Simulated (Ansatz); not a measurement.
The system is Be.

```
CELL_PARAMETERS angstrom
2.28530 0.00000 0.00000
-1.14265 1.97913 0.00000
0.00000 0.00000 3.58420
ATOMIC_POSITIONS crystal
Be 0.66667 0.33333 0.75000
Be 0.33333 0.66667 0.25000
```

| Item | Value |
| --- | --- |
| Program | Ansatz 0.2.0 |
| Task | relaxation of cell and atoms |
| Functional | PBEsol |
| Dispersion | D4 |
| Potentials or basis | Ansatz PAW |
| Cutoff | 420 eV (not typed: the program's choice for these potentials) |
| k mesh | 13 × 13 × 8 |
| Occupations | fermi-dirac, width 0.05 eV |
| Spin | no spin polarisation |

At the start: volume 8.11 Å³/atom.

How do energy, volume and symmetry change on relaxing?

It ends after 6 steps and the volume is 7.77 Å³/atom (-4.2 %); space group P6_3/mmc (No. 194, to 0.05 Å).

The path:
```tsv
step	energy change (eV)	largest force (eV/Å)	volume (Å³)
1	0.0000	0.0000	16.21
2	-0.0091	0.0000	15.82
3	-0.0111	0.0000	15.52
4	-0.0111	0.0000	15.53
5	-0.0111	0.0000	15.53
6	-0.0110	0.0000	15.53
```

Final structure:
```xyz
2
Lattice="2.2532 0.0000 0.0000 -1.1266 1.9514 0.0000 0.0000 0.0000 3.5328" Properties=species:S:1:pos:R:3 pbc="T T T"
Be    1.1266    0.6505    2.6496
Be    0.0000    1.3009    0.8832
```

Caveat: the plane-wave basis is chosen anew once the cell has moved, so the energies of steps on either side of that aren't comparable; pairwise dispersion overbinds metals, which lowers pressure and volume; the PAW data sets come from PBE, with cores solved anew for the run's functional, which leaves a small shift of forces and pressure.
